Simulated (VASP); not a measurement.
ZrS2:

```
Zr S
1.0
     3.67113    0.00000    0.00000
    -1.83557    3.17929    0.00000
     0.00000    0.00000    6.10791
Zr S
1 2
Direct
  0.00000 0.00000 0.00000
  0.66667 0.33333 0.76395
  0.33333 0.66667 0.23605
```

The cell is a database's computed one.

| Property | Result |
| --- | --- |
| Program | VASP 6.6.1 |
| Task | relaxation of cell and atoms |
| Functional | PBE |
| Potentials or basis | VASP PAW PBE potentials, release 64 (Zr_sv, S) |
| Cutoff | 600 eV |
| k mesh | 8 × 8 × 4 |
| Occupations | gaussian, width 0.02 eV |
| Spin | no spin polarisation |

At the start: pressure 1.3 GPa; volume 23.76 Å³/atom.

Task: Where does the relaxation end?

Result: Over 23 steps the energy falls by 4.4 meV/atom and the volume is 25.76 Å³/atom (+8.4 %); space group P-3m1 (No. 164, to 0.05 Å).

The path:
```csv
step,energy change (eV),largest force (eV/Å),pressure (GPa),volume (Å³)
1,0.0000,0.1165,1.25,71.29
2,0.0014,0.2569,-1.33,73.23
3,-0.0037,0.0579,0.03,72.17
4,-0.0043,0.0607,0.04,72.28
5,-0.0058,0.0685,0.06,72.62
6,-0.0075,0.0838,0.13,73.29
7,-0.0069,0.1122,0.32,74.60
8,-0.0079,0.0898,0.21,73.76
9,-0.0084,0.0896,0.17,73.92
10,-0.0096,0.0885,0.05,74.40
11,-0.0112,0.0851,-0.18,75.38
12,-0.0118,0.0747,-0.58,77.35
13,-0.0120,0.0773,-0.44,76.66
14,-0.0128,0.0143,-0.13,76.81
15,-0.0128,0.0132,0.01,76.88
16,-0.0129,0.0115,0.03,76.90
17,-0.0130,0.0064,0.07,76.97
18,-0.0129,0.0040,0.16,77.10
19,-0.0130,0.0034,0.10,77.01
20,-0.0130,0.0232,-0.05,77.20
21,-0.0130,0.0131,0.00,77.13
22,-0.0131,0.0114,0.00,77.16
23,-0.0131,0.0059,-0.03,77.27
```

Final structure:
```
Zr S
1.0
     3.68567    0.00000    0.00000
    -1.84284    3.19189    0.00000
     0.00000    0.00000    6.56821
Zr S
1 2
Direct
  0.00000 0.00000 0.00000
  0.66667 0.33333 0.77942
  0.33333 0.66667 0.22058
```

Caveat: this functional lacks dispersion, which binds the layers, so the pressure and a relaxed spacing across them are unreliable.
